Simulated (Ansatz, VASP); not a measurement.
As in VASP and in Ansatz

```xyz
3
Lattice="5.0104 0.0000 0.0000 -2.5052 4.3391 0.0000 0.0000 0.0000 2.9216" Properties=species:S:1:pos:R:3 pbc="T T T"
As   -2.5052    4.3391    0.0000
As    0.0000    2.8927    1.4608
As    2.5052    1.4464    1.4608
```

Alike in both runs: task single point; functional RPBE; k mesh 9 × 9 × 12; occupations fermi-dirac, width 0.1 eV; no spin polarisation.

```csv
,VASP,Ansatz
version,VASP 6.6.1,Ansatz 0.2.0
potentials or method,"VASP PAW PBE potentials, release 64 (As)","plane waves (420 eV) with PAW, scalar-relativistic"
plane-wave cutoff (eV),520,420
valence electrons in the cell,15,45
```

```tsv
	VASP	Ansatz	Ansatz less VASP
pressure (GPa)	-4.7	-4.7	+0.02
```

With one functional, cell and mesh, what is left measures potentials, basis and numerics. The two sets of potentials don't hold the same shells in valence.

Caveats: the PAW data sets were made with another functional, which shifts forces and pressure a little (VASP).
